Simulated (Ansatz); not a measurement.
Runs of Ansatz 0.2.0 on Os. Symmetry: Fm-3m, No. 225, cubic system. Conventional cell: a = 3.890 Å, b = 3.890 Å, c = 3.890 Å, α = 90.00°, β = 90.00°, γ = 90.00°. Os (site symmetry m-3m) is surrounded by 12 Os at 2.75 Å. This isn't the form of Os at room conditions, which is hcp.

```csv
level,gap on the mesh (eV),pressure (GPa),relaxed volume (Å³/atom)
PBE+D3(BJ),none,0.0,14.05
PBE,none,0.0,(a)
PBE+D3(BJ)-ATM,none,0.0,14.11
PBE+D4,none,0.0,14.06
```

Alike in all rows: task relaxation of cell and atoms; potentials or basis Ansatz PAW; no spin polarisation; cell relaxed; k mesh 12 × 12 × 12; cutoff (eV) 420; smearing fermi-dirac 0.05 eV.

Task: Estimate the missing entries.

Result: (a) 14.32.

Caveats: the plane-wave basis is chosen anew once the cell has moved, so the energies of steps on either side of that aren't comparable; pairwise dispersion overbinds metals, which lowers pressure and volume (some runs).

A k mesh can miss the band edges, and the runs leave out spin-orbit coupling on Os.

A gap of «none» marks a metal or a gap under the smearing width.
